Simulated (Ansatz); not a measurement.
# MoTe2: the cost of one run

Method: DFT PBEsol without U, plane waves, PAW, in Ansatz 0.2.0.

## Step 1: The starting structure

The structure is hexagonal, space group P6_3/mmc (No. 194). Conventional cell: a = 3.518 Å, b = 3.518 Å, c = 13.974 Å, α = 90.00°, β = 90.00°, γ = 120.00°. Around Te (site symmetry 3m) lie 3 Mo at 2.72 Å. Around Mo (site symmetry -6m2) lie 6 Te at 2.72 Å.

Coordinates:

```
Te Mo
1.0
     3.51820    0.00000    0.00000
    -1.75910    3.04685    0.00000
     0.00000    0.00000   13.97360
Te Mo
4 2
Direct
  0.33333 0.66667 0.62100
  0.66667 0.33333 0.12100
  0.33333 0.66667 0.87900
  0.66667 0.33333 0.37900
  0.33333 0.66667 0.25000
  0.66667 0.33333 0.75000
```

## Step 2: Ferromagnetic start, free, symmetry kept, no search

Contents of input.yaml:

```yaml
crystal:
  lattice:
    - [3.51819974, 0.0, 0.0]
    - [-1.75909987, 3.04685035, 0.0]
    - [0.0, 0.0, 13.97359995]
  atoms:
    - { symbol: Te, position: [0.3333333333, 0.6666666667, 0.621] }
    - { symbol: Te, position: [0.6666666667, 0.3333333333, 0.121] }
    - { symbol: Te, position: [0.3333333333, 0.6666666667, 0.879] }
    - { symbol: Te, position: [0.6666666667, 0.3333333333, 0.379] }
    - { symbol: Mo, position: [0.3333333333, 0.6666666667, 0.25], spin: 2.0 }
    - { symbol: Mo, position: [0.6666666667, 0.3333333333, 0.75], spin: 2.0 }
basis:
  ecutwfc: 420
  ecutrho_ratio: 4
kpoints:
  mp_grid: { grid: [6, 6, 2] }
hamiltonian:
  xc: pbesol
scf:
  occupations: { method: gaussian, width: 0.05 }
  lower_state_search: "off"
  max_iter: 150
output:
  forces: true
  stress: true
  eigenvalues: true
  populations: true
  hubbard: { sites: [{ site: 4, l: d }, { site: 5, l: d }] }
magnetization:
  spin_polarized: true
```

Started as:

```
$ ansatz run input.yaml --threads 4 --pin off --max-ram 6144MiB --backend cpu --events-out ev --progress --plain --runs-dir out
```

What time and memory should one allow on 4 threads of Arm Neoverse V2, shared host?

About 7.4 s, with a peak of 0.62 GiB.
